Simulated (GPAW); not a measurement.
The system is Br.

```xyz
4
Lattice="3.3632 -2.3226 0.0000 3.3632 2.3226 0.0000 0.0000 0.0000 8.7023" Properties=species:S:1:pos:R:3 pbc="T T T"
Br    3.3632    0.6266    3.3948
Br    3.3632   -0.6266    5.3075
Br    3.3632    1.6959    7.7459
Br    3.3632   -1.6959    0.9564
```

- Program: GPAW 26.7.0
- Task: relaxation of cell and atoms
- Functional: SOGGA
- Potentials or basis: PAW data sets generated in the run's folder for this functional
- Cutoff: 600 eV
- Basis: pw
- k mesh: 5 × 5 × 3
- Occupations: fermi-dirac, width 0.05 eV
- Spin: no spin polarisation

At the start: pressure 0.3 GPa; volume 33.99 Å³/atom.

Task: Where does the relaxation end?

Result: Over 19 steps the energy falls by 70.4 meV/atom and the volume is 30.36 Å³/atom (-10.7 %); space group Cmce (No. 64, to 0.05 Å).

The path:
| step | energy change (eV) | largest force (eV/Å) | pressure (GPa) | volume (Å³) |
| --- | --- | --- | --- | --- |
| 1 | 0.0000 | 0.8899 | 0.26 | 135.95 |
| 2 | -0.0370 | 0.5459 | -0.45 | 136.03 |
| 3 | -0.0680 | 0.1434 | -1.38 | 135.70 |
| 4 | -0.0804 | 0.1002 | -1.69 | 135.00 |
| 5 | -0.1119 | 0.2775 | -2.12 | 132.34 |
| 6 | -0.1511 | 0.4632 | -2.02 | 127.25 |
| 7 | -0.1733 | 0.4569 | -1.48 | 124.65 |
| 8 | -0.2090 | 0.2234 | -0.25 | 122.02 |
| 9 | -0.2145 | 0.1657 | 0.13 | 122.05 |
| 10 | -0.2166 | 0.1630 | 0.13 | 121.92 |
| 11 | -0.2634 | 0.0665 | 0.41 | 117.13 |
| 12 | -0.2644 | 0.0310 | 0.13 | 117.78 |
| 13 | -0.2647 | 0.0395 | 0.12 | 117.70 |
| 14 | -0.2660 | 0.0653 | 0.08 | 117.60 |
| 15 | -0.2685 | 0.0979 | 0.03 | 117.77 |
| 16 | -0.2728 | 0.1245 | -0.06 | 118.57 |
| 17 | -0.2774 | 0.1120 | -0.12 | 119.86 |
| 18 | -0.2808 | 0.0508 | -0.07 | 121.02 |
| 19 | -0.2815 | 0.0015 | 0.01 | 121.45 |

Final structure:
```
CELL_PARAMETERS angstrom
3.55376 -1.99915 -0.00002
3.55376 1.99915 0.00002
0.00000 0.00009 8.54764
ATOMIC_POSITIONS crystal
Br 0.34449 0.65551 0.37934
Br 0.65551 0.34449 0.62066
Br 0.15549 0.84451 0.87934
Br 0.84451 0.15549 0.12066
```

Caveat: later steps reuse the first step's grids; the volume moved by -11 % from the deposited cell, more than functionals usually miss.
